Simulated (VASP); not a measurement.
# Y (P6_3/mmc) in VASP: single point with HSE06

Aim: the single point of Y with HSE06.

Everything below comes from runs of VASP 6.6.1. Logs are shortened: lines on timing, memory, paths and dates and some standing lists are left out, and cuts for length are marked.

## (1) The structure

It takes space group P6_3/mmc (No. 194, hexagonal). Conventional cell: a = 3.595 Å, b = 3.595 Å, c = 5.579 Å, α = 90.00°, β = 90.00°, γ = 120.00°. Around Y (site symmetry -6m2) lie 12 Y at 3.48 to 3.60 Å.

## (2) Single point, HSE06

Contents of POSCAR:

```
Y
1.0
    3.5951100000      0.0000000000      0.0000000000
   -1.7975500000      3.1134500000      0.0000000000
    0.0000000000      0.0000000000      5.5790000000
Y
2
Direct
    0.3333300000      0.6666700000      0.2500000000
    0.6666700000      0.3333300000      0.7500000000
```

Contents of INCAR.step1:

```
PREC     = Accurate       # precision mode
ENCUT    = 520            # plane-wave cutoff, eV
EDIFF    = 1E-5           # SCF threshold, eV
ISMEAR   = 0              # smearing method
SIGMA    = 0.1            # smearing width, eV
LREAL    = False          # projectors in reciprocal space
LASPH    = True           # aspherical terms in the spheres
NELM     = 60             # most SCF steps
ALGO     = Normal         # electronic algorithm
ISIF     = 2              # what is computed and relaxed
LWAVE    = True           # write WAVECAR
LCHARG   = False          # write CHGCAR
NBANDS   = 18             # bands
GGA      = PE             # functional
```

Contents of INCAR.step2:

```
PREC     = Accurate       # precision mode
ENCUT    = 520            # plane-wave cutoff, eV
EDIFF    = 1E-6           # SCF threshold, eV
ISMEAR   = 0              # smearing method
SIGMA    = 0.1            # smearing width, eV
LREAL    = False          # projectors in reciprocal space
LASPH    = True           # aspherical terms in the spheres
NELM     = 60             # most SCF steps
ALGO     = Normal         # electronic algorithm
ISIF     = 2              # what is computed and relaxed
LWAVE    = False          # write WAVECAR
LCHARG   = False          # write CHGCAR
GGA      = PE             # functional
LHFCALC  = True           # exact exchange
HFSCREEN = 0.2            # screening, 1/A
PRECFOCK = Fast         
NBANDS   = 18             # bands
ISTART   = 1
```

Contents of KPOINTS:

```
regular mesh
0
Gamma
  6 6 4
```

Potentials or basis: VASP PAW PBE potentials, release 64 (Y_sv).

Run with:

```bash
$ cat potpaw_PBE.64/Y_sv/POTCAR > POTCAR
$ cp INCAR.step1 INCAR
$ mpirun -np 1 vasp_std > vasp.out
$ cp INCAR.step2 INCAR
$ mpirun -np 1 vasp_std > vasp.out
```

OUTCAR:

```text
PREC = Accurate
   ENCUT = 520
   EDIFF = 1E-6
   ISMEAR = 0
   LREAL = False
   LASPH = True
   NELM = 60
   ISIF = 2
   GGA = PE
   LHFCALC = True
   HFSCREEN = 0.2
   PRECFOCK = Fast
   ISTART = 1

 ion  position               nearest neighbor table
   1  0.333  0.667  0.250-   2 3.48   2 3.48   2 3.48   2 3.48   2 3.48   2 3.48
   2  0.667  0.333  0.750-   1 3.48   1 3.48   1 3.48   1 3.48   1 3.48   1 3.48

  LATTYP: Found a hexagonal cell.
 ALAT       =     3.5951100000
 C/A-ratio  =     1.5518301248

  Lattice vectors:

 A1 = (   3.5951100000,   0.0000000000,   0.0000000000)
 A2 = (  -1.7975500000,   3.1134500000,   0.0000000000)
 A3 = (   0.0000000000,   0.0000000000,   5.5790000000)

Analysis of symmetry for initial positions (statically):
=====================================================================
 Subroutine PRICEL returns:
 Original cell was already a primitive cell.

 Routine SETGRP: Setting up the symmetry group for a
 hexagonal supercell.

 Subroutine GETGRP returns: Found  8 space group operations
 (whereof  4 operations were pure point group operations)
 out of a pool of 24 trial point group operations.

The static configuration has the point symmetry C_2h.
 The point group associated with its full space group is D_2h.

Analysis of symmetry for dynamics (positions and initial velocities):
=====================================================================
 Subroutine PRICEL returns:
 Original cell was already a primitive cell.

 Routine SETGRP: Setting up the symmetry group for a
 hexagonal supercell.

 Subroutine GETGRP returns: Found  8 space group operations
 (whereof  4 operations were pure point group operations)
 out of a pool of 24 trial point group operations.

The dynamic configuration has the point symmetry C_2h.
 The point group associated with its full space group is D_2h.

 Subroutine INISYM returns: Found  8 space group operations
 (whereof  4 operations are pure point group operations),
 and found     1 'primitive' translations

----------------------------------------------------------------------------------------

                                     Primitive cell

  volume of cell :      62.4468

  direct lattice vectors                    reciprocal lattice vectors
     3.595110000  0.000000000  0.000000000     0.278155606  0.160593107  0.000000000
    -1.797550000  3.113450000  0.000000000     0.000000000  0.321187108  0.000000000
     0.000000000  0.000000000  5.579000000     0.000000000  0.000000000  0.179243592

  length of vectors
     3.595110000  3.595101793  5.579000000     0.321186374  0.321187108  0.179243592

  position of ions in fractional coordinates (direct lattice)
     0.333330000  0.666670000  0.250000000
     0.666670000  0.333330000  0.750000000

  ion indices of the primitive-cell ions
   primitive index   ion index
                 1           1
                 2           2

----------------------------------------------------------------------------------------

 KPOINTS: regular mesh

Automatic generation of k-mesh.
 Grid dimensions read from file:
 generate k-points for:    6    6    4

 Generating k-lattice:

  Cartesian coordinates                     Fractional coordinates (reciprocal lattice)
     0.046359268  0.026765518  0.000000000     0.166666667 -0.000000000  0.000000000
     0.000000000  0.053531185  0.000000000     0.000000000  0.166666667  0.000000000
     0.000000000  0.000000000  0.044810898     0.000000000  0.000000000  0.250000000

  Length of vectors
     0.053531062  0.053531185  0.044810898

  Shift w.r.t. Gamma in fractional coordinates (k-lattice)
     0.000000000  0.000000000  0.000000000

 Subroutine IBZKPT returns following result:
 ===========================================

 Found     39 irreducible k-points:

 Following reciprocal coordinates:
            Coordinates               Weight
  0.000000  0.000000  0.000000      1.000000
  0.166667  0.000000  0.000000      4.000000
 -0.166667  0.166667  0.000000      2.000000
  0.333333  0.000000  0.000000      4.000000
 -0.333333  0.333333  0.000000      2.000000
  0.500000 -0.000000  0.000000      2.000000
[... 16 lines left out ...]
  0.333333  0.166667  0.250000      8.000000
 -0.166667  0.500000  0.250000      8.000000
 [... further k-points ...]
   k-points           NKPTS =     39   k-points in BZ     NKDIM =    144   number of bands    NBANDS=     18
   number of dos      NEDOS =    301   number of ions     NIONS =      2
   total plane-waves  NPLWV =  32928
   dimension x,y,z NGX =    28 NGY =   28 NGZ =   42
   dimension x,y,z NGXF=    56 NGYF=   56 NGZF=   84
   ions per type =               2
   NGX,Y,Z   is equivalent  to a cutoff of  12.95, 12.95, 12.52 a.u.
   NGXF,Y,Z  is equivalent  to a cutoff of  25.90, 25.90, 25.03 a.u.
 SYSTEM =  unknown system
   PREC   = accura    normal or accurate (medium, high low for compatibility)
   ISTART =      1    job   : 0-new  1-cont  2-samecut
   ICHARG =      0    charge: 1-file 2-atom 10-const
   ISPIN  =      1    spin polarized calculation?
   LNONCOLLINEAR =      F non collinear calculations
   LSORBIT =      F    spin-orbit coupling
   LASPH  =      T    aspherical Exc in radial PAW
   ENCUT  =  520.0 eV  38.22 Ry    6.18 a.u.   6.68  6.68 10.37*2*pi/ulx,y,z
   NELM   =     60;   NELMIN=  2; NELMDL=  0     # of ELM steps
   EDIFF  = 0.1E-05   stopping-criterion for ELM
   LREAL  =      F    real-space projection
   EDIFFG = 0.1E-04   stopping-criterion for IOM
   NSW    =      0    number of steps for IOM
   IBRION =     -1    ionic relax: 0-MD 1-quasi-New 2-CG
   NFREE  =      0    steps in history (QN), initial steepest desc. (CG)
   ISIF   =      2    stress and relaxation
   ISYM   =      3    0-nonsym 1-usesym 2-fastsym
   POTIM  = 0.5000    time-step for ionic-motion
   TEBEG  =    0.0;   TEEND  =   0.0 temperature during run
   PSTRESS=    0.0 pullay stress
   NELECT =      22.0000    total number of electrons
   NUPDOWN=      -1.0000    fix difference up-down
   EMIN   =  10.00;   EMAX   =-10.00  energy-range for DOS
   EFERMI =   0.00;   METHOD = LEGACY
   ISMEAR =     0;   SIGMA  =   0.10  broadening in eV -4-tet -1-fermi 0-gaus
   EFERMI_NEDOS =   21; number of points for ismear=-14 and -15
   IALGO  =     38    algorithm
   IMIX   =      1    mixing-type and parameters
     AMIX     =   0.40;   BMIX     =  1.00
     AMIX_MAG =   1.60;   BMIX_MAG =  1.00
  volume/ion in A,a.u.               =      31.22       210.71
  Fermi-wavevector in a.u.,A,eV,Ry     =   1.156234  2.184965 18.189303  1.336876
  Thomas-Fermi vector in A             =   2.292855
   LORBIT       =      0    0 simple, 1 ext, 2 COOP (PROOUT), +10 PAW based schemes
   GGA     = PE    functional components
   LHFCALC =     T    Hartree Fock is set to
   PRECFOCK=fast      Normal, Fast or Accurate (Low or Medium for compatibility)
   ENCUT4O =  -1.0   cutoff for four orbital integrals eV
   NKREDX  =     1    reduce k-point grid by
   NKREDY  =     1    reduce k-point grid by
   NKREDZ  =     1    reduce k-point grid by
   AEXX    =    0.2500 exact exchange contribution
   HFSCREEN=    0.2000 screening length (either q_TF or 0.3 A-1)
   HFSCREENC=   0.2000 screening length for correlation (either q_TF or 0.3 A-1)
   ENCUTFOCK=  -1.0 apply spherical cutoff to Coloumb kernel
   IVDW    =     0    specifies the selected vdW correction
   LEPSILON=     F    determine dielectric tensor
   LRPA    =     F    only Hartree local field effects (RPA)
 non-spin polarized calculation
 Gauss-broadening in eV      SIGMA  =   0.10
  energy-cutoff  :      520.00
  volume of cell :       62.45
 maximum number of plane-waves:      1701
  NGX = 16; NGY = 16; NGZ = 24

 number of electron      22.0000002 magnetization

 Free energy of the ion-electron system (eV)
  ---------------------------------------------------
  ext. energy  EPLUGINS =         0.00000000
  ---------------------------------------------------
  free energy    TOTEN  =       -14.58070740 eV

  energy without entropy =      -14.57517194  energy(sigma->0) =      -14.57793967

 E-fermi :   3.3418     XC(G=0):  -7.9805

 val. band max:        3.2108692622   @ k =   0.3333   0.1667   0.2500
 cond. band min:       3.3746357056   @ k =   0.3333   0.0000   0.0000
 fundamental gap:      0.1637664434
 Fermi energy:         3.3418352416

 k-point     1 :       0.0000    0.0000    0.0000
  band No.  band energies     occupation
      1     -42.6627      2.00000
      2     -42.5576      2.00000
      3     -21.6868      2.00000
      4     -21.0658      2.00000
      5     -21.0658      2.00000
      6     -20.9524      2.00000
[... 10 lines left out ...]
     17       6.8297      0.00000
     18       6.8298      0.00000

 k-point     2 :       0.1667    0.0000    0.0000
  band No.  band energies     occupation
      1     -42.6449      2.00000
      2     -42.5525      2.00000
      3     -21.6226      2.00000
      4     -21.1846      2.00000
      5     -21.1051      2.00000
      6     -21.0766      2.00000
[... 10 lines left out ...]
     17       6.8492      0.00000
     18       6.9380      0.00000

 k-point     3 :      -0.1667    0.1667    0.0000
  band No.  band energies     occupation
      1     -42.6449      2.00000
      2     -42.5525      2.00000
      3     -21.6226      2.00000
      4     -21.1846      2.00000
      5     -21.1051      2.00000
      6     -21.0766      2.00000
[... 10 lines left out ...]
     17       6.8492      0.00000
     18       6.9380      0.00000

 k-point     4 :       0.3333    0.0000    0.0000
  band No.  band energies     occupation
      1     -42.6056      2.00000
      2     -42.5458      2.00000
      3     -21.4645      2.00000
      4     -21.4296      2.00000
      5     -21.2985      2.00000
      6     -21.1774      2.00000
[... 10 lines left out ...]
     17       8.1113      0.00000
     18       8.3864      0.00000

 k-point     5 :      -0.3333    0.3333    0.0000
  band No.  band energies     occupation
      1     -42.6056      2.00000
      2     -42.5458      2.00000
      3     -21.4645      2.00000
      4     -21.4296      2.00000
      5     -21.2985      2.00000
      6     -21.1774      2.00000
[... 10 lines left out ...]
     17       8.1113      0.00000
     18       8.3864      0.00000

 k-point     6 :       0.5000   -0.0000    0.0000
  band No.  band energies     occupation
      1     -42.5809      2.00000
      2     -42.5474      2.00000
      3     -21.5529      2.00000
      4     -21.3997      2.00000
      5     -21.3450      2.00000
      6     -21.2115      2.00000
[... 307 lines left out ...]
 k-point    21 :       0.1667    0.1667    0.2500
  band No.  band energies     occupation
      1     -42.6060      2.00000
      2     -42.5569      2.00000
      3     -21.5170      2.00000
      4     -21.3449      2.00000
      5     -21.2157      2.00000
      6     -21.1567      2.00000
[... 10 lines left out ...]
     17       7.8500      0.00000
     18       8.2706      0.00000

 k-point    22 :      -0.1667    0.3333    0.2500
  band No.  band energies     occupation
      1     -42.6060      2.00000
      2     -42.5569      2.00000
      3     -21.5170      2.00000
      4     -21.3449      2.00000
      5     -21.2157      2.00000
      6     -21.1567      2.00000
[... 10 lines left out ...]
     17       7.8499      0.00000
     18       8.2706      0.00000

 k-point    23 :       0.3333    0.1667    0.2500
  band No.  band energies     occupation
      1     -42.5762      2.00000
      2     -42.5520      2.00000
      3     -21.5505      2.00000
      4     -21.4652      2.00000
      5     -21.2832      2.00000
      6     -21.1795      2.00000
[... 10 lines left out ...]
     17       8.7080      0.00000
     18       9.5042      0.00000

 k-point    24 :      -0.1667    0.5000    0.2500
  band No.  band energies     occupation
      1     -42.5762      2.00000
      2     -42.5520      2.00000
      3     -21.5505      2.00000
      4     -21.4652      2.00000
      5     -21.2832      2.00000
      6     -21.1795      2.00000
[... 10 lines left out ...]
     17       8.7079      0.00000
     18       9.5043      0.00000

 [... further k-points ...]

------------------------ aborting loop because EDIFF is reached ----------------------------------------

  FORCE on cell =-STRESS in cart. coord.  units (eV):
  Direction    XX          YY          ZZ          XY          YZ          ZX
  --------------------------------------------------------------------------------------
  -------------------------------------------------------------------------------------
  Total        1.5370756      1.5363737      0.9820308     -0.0005998      0.0000000     -0.0000000
  in kB       39.4362293     39.4182194     25.1956317     -0.0153892      0.0000000     -0.0000000
  external PRESSURE =      34.6833601 kB  Pullay stress =       0.0000000 kB

 VOLUME and BASIS-vectors are now :
 -----------------------------------------------------------------------------
  energy-cutoff  :      520.00
  volume of cell :       62.45
      direct lattice vectors                 reciprocal lattice vectors
     3.595110000  0.000000000  0.000000000     0.278155606  0.160593107  0.000000000
    -1.797550000  3.113450000  0.000000000     0.000000000  0.321187108  0.000000000
     0.000000000  0.000000000  5.579000000     0.000000000  0.000000000  0.179243592

 POSITION                                       TOTAL-FORCE (eV/Angst)
 -----------------------------------------------------------------------------------
     -0.00001      2.07564      1.39475         0.000068     -0.000040      0.000000
      1.79757      1.03781      4.18425        -0.000068      0.000040      0.000000
 -----------------------------------------------------------------------------------
    total drift:                                0.000001      0.000001     -0.000000

  FREE ENERGIE OF THE ION-ELECTRON SYSTEM (eV)
  ---------------------------------------------------
  free  energy   TOTEN  =       -14.5807074018 eV

  energy  without entropy=      -14.5751719441  energy(sigma->0) =      -14.57793967
```

It took 29 min on 1 thread of Intel Xeon 6975P-C (Granite Rapids), shared host; peak memory 0.32 GiB.

What came out:

- Free energy: -14.5807 eV
- Pressure: 3.5 GPa
- Band gap on the k mesh: none (metal or under the smearing width)

Stress tensor (GPa, compression positive):
```
3.94 0.00 0.00
0.00 3.94 0.00
0.00 0.00 2.52
```

Caveat: the PAW data sets were made with another functional, which shifts forces and pressure a little.
